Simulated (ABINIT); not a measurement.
## SnTe in ABINIT: convergence with pawecutdg

Crystal: SnTe.

```
CELL_PARAMETERS angstrom
0.00000 3.15085 3.15085
3.15085 0.00000 3.15085
3.15085 3.15085 0.00000
ATOMIC_POSITIONS crystal
Te 0.50000 0.50000 0.50000
Sn 0.00000 0.00000 0.00000
```

- Program: ABINIT 10.8.3 (patched build)
- Task: single point
- Functional: BLYP
- Potentials or basis: JTH PAW PBE v2.0 sp
- Cutoff: 599 eV
- k mesh: 7 × 7 × 7
- Occupations: methfessel-paxton, width 0.1 eV
- Spin: no spin polarisation

These are the settings of the first run; the series varies pawecutdg, with any setting tied to it.

Hardware: 1 thread of Arm Neoverse V2, with other jobs on the host.

| pawecutdg | energy less the tightest run (meV/atom) | SCF cycles | CPU time (s) | peak memory (GiB) |
| --- | --- | --- | --- | --- |
| 22 Ha | 0.15 | 9 | 11 | 0.1 |
| 26.4 | 0.00 | 9 | 11 | 0.11 |
| 33 | 0.00 | 9 | 11 | 0.11 |
| 39.6 | -0.01 | 9 | 11 | 0.12 |
| 48.4 | -0.02 | 9 | 11 | 0.13 |
| 59.4 | -0.01 | 9 | 12 | 0.15 |
| 72.6 | 0.00 | 9 | 12 | 0.2 |

Against the tightest run, the energy stays within 1 meV/atom from 22 Ha on. The tightest run that finished is the yardstick and may itself not be fully converged.

Caveat, for the tightest run too: this odd mesh misses L, where the gap lies, so gap, dielectric constants and Born charges aren't listed; this set keeps more shells in the core, which shifts pressures and gaps. Spin-orbit coupling is left out, which matters for the levels of Te.
